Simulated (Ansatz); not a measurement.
# P: the cost of one run

Program: Ansatz 0.2.0. Level of theory: DFT PBEsol, scalar-relativistic, plane waves, PAW. These are calculated values, not measurements.

3 further runs of the same task are left out: 2 that didn't finish, 1 set aside as unsound or not needed. Runs told in other sessions of the task aren't counted.

## (1) Starting point

The structure is orthorhombic, space group Pmna (No. 53). The conventional cell has a = 3.284 Å, b = 34.875 Å, c = 4.437 Å, α = 90.00°, β = 90.00°, γ = 90.00°. Around P (site symmetry m) lie 3 P at 2.21 to 2.24 Å.

Coordinates:

```xyz
4
Lattice="3.2844 0.0000 0.0000 0.0000 34.8747 0.0000 0.0000 0.0000 4.4369" Properties=species:S:1:pos:R:3 pbc="T T T"
P     0.0000   33.8176    2.5850
P     0.0000    1.0571    1.8519
P     1.6422    1.0571    0.3666
P     1.6422   33.8176    4.0703
```

It goes back to an entry of the Materials Project, which need not be the stable form.

It is the result of an earlier relaxation at this level (volume 127.05 Å³/atom; gap on the mesh: 0.70 eV).

## (2) Zero of the scan

File input.yaml:

```yaml
crystal:
  lattice:
    - [3.2843671164, 0.0, 0.0]
    - [0.0, 34.8747471215, 0.0]
    - [0.0, 0.0, 4.4369101505]
  atoms:
    - { symbol: P, position: [0.0, 0.9696876239, 0.5826201324] }
    - { symbol: P, position: [0.0, 0.0303123761, 0.4173798676] }
    - { symbol: P, position: [0.5, 0.0303123761, 0.0826201324] }
    - { symbol: P, position: [0.5, 0.9696876239, 0.9173798676] }
basis:
  ecutwfc: 420
kpoints:
  mp_grid: { grid: [8, 1, 6] }
hamiltonian:
  xc: pbesol
scf:
  occupations: { method: gaussian, width: 0.05 }
output:
  forces: true
  stress: true
  eigenvalues: true
  write_density: true
  write_potential: true
  elf: true
  volumetric_format: npy
```

On the command line:

```sh
> ansatz run input.yaml --threads 2 --pin off --max-ram 5120MiB --backend cpu --events-out ev --progress --plain --runs-dir out
```

Q: Estimate wall time and peak memory on 2 threads of AMD EPYC 7R43 (Zen 3), shared host.

About 4.8 s, with a peak of 0.69 GiB.
